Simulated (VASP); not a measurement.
WC under changes of volume

One of the cells (10.446 Å³/atom); the others are scaled copies at fixed shape and fractional positions:

```
CELL_PARAMETERS angstrom
0.00000 2.18599 2.18599
2.18599 0.00000 2.18599
2.18599 2.18599 0.00000
ATOMIC_POSITIONS crystal
W 0.00000 0.00000 0.00000
C 0.50000 0.50000 0.50000
```

Measurements of this composition are mostly on another form, of space group No. 187.

| Quantity | Value |
| --- | --- |
| Program | VASP 6.6.1 |
| Functional | r2SCAN |
| Potentials or basis | VASP PAW PBE potentials, release 64 (W_sv, C) |
| Cutoff | 520 eV |
| k mesh | 8 × 8 × 8 |
| Occupations | fermi-dirac, width 0.05 eV |
| Spin | no spin polarisation |

```tsv
volume (Å³/atom)	energy over the lowest point (meV/atom)	pressure (GPa)
10.028	?	?
10.237	5.24	8.1
10.446	0.00	0.1
10.655	4.63	-7.1
10.864	18.19	-13.6
```

What does the run at 10.028 Å³/atom give?

Energy over the lowest point 21.52 meV/atom; pressure 17.0 GPa.

Worked out: A Birch-Murnaghan fit of order 2 (a polynomial in V^(-2/3)) to the other rows has its minimum at 10.45 Å³/atom with B0 = V·E''(V) = 377 GPa. It gives 21.39 meV/atom at 10.028 Å³/atom, against the run's 21.52, and -dE/dV = 16.8 GPa, against 17.0.

Energies are extrapolated to zero smearing.

Caveats: the PAW data sets were made with another functional, which shifts forces and pressure a little.
